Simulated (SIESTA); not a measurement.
Runs of SIESTA 5.4.2 on C. It takes space group P6_3/mmc (No. 194, hexagonal). Conventional cell: a = 2.522 Å, b = 2.522 Å, c = 12.356 Å, α = 90.00°, β = 90.00°, γ = 120.00°. C (site symmetry 3m) is surrounded by 4 C at 1.54 Å. Around C (site symmetry 3m) lie 4 C at 1.54 Å. C (site symmetry 3m) has 4 C at 1.54 Å as nearest neighbours. This is a hexagonal form of diamond, not graphite.

| task | level | potentials or basis | cell | optimiser | force tolerance | gap on the mesh (eV) | pressure (GPa) | V0 of scaled cells (Å³/atom) | B0 (GPa) |
| --- | --- | --- | --- | --- | --- | --- | --- | --- | --- |
| equation of state | PBE | PseudoDojo 0.4 standard (PBE files), DZ (energy shift 0.002 Ry) | as given | - | - | - | - | 5.83 | (a) |
| equation of state | PBE | PseudoDojo 0.4 standard (PBE files), SZ (energy shift 0.002 Ry) | as given | - | - | - | - | 5.99 | (b) |
| relaxation of cell and atoms | vdW-DF-cx | PseudoDojo 0.4 standard (PBE files), DZP (energy shift 0.002 Ry) | relaxed to 20 GPa | Broyden | 0.02 eV/Å | 4.57 | 20.0 | - | - |
| relaxation of cell and atoms | BLYP | PseudoDojo 0.4 standard (PBE files), DZP (energy shift 0.002 Ry) | relaxed | - | 0.01 eV/Å | 4.64 | 0.0 | - | - |

Alike in all rows: no spin polarisation; k mesh 8 × 8 × 2; smearing fermi-dirac 0.05 eV; grid cutoff 500 Ry; energy shift 0.002 Ry.

Question: Estimate the missing entries.

Answer: (a) 427; (b) 403.

Caveats: the basis of atomic orbitals isn't converged, which shifts pressures, moduli and gaps; the basis has no polarisation orbitals (some runs); the cell was scaled at fixed shape and fractional positions, which overstates the stiffness of a crystal with free parameters, most of all of layers and chains (some runs); the potentials were made for another functional, which shifts forces and pressure (some runs).

A k mesh can miss the band edges.
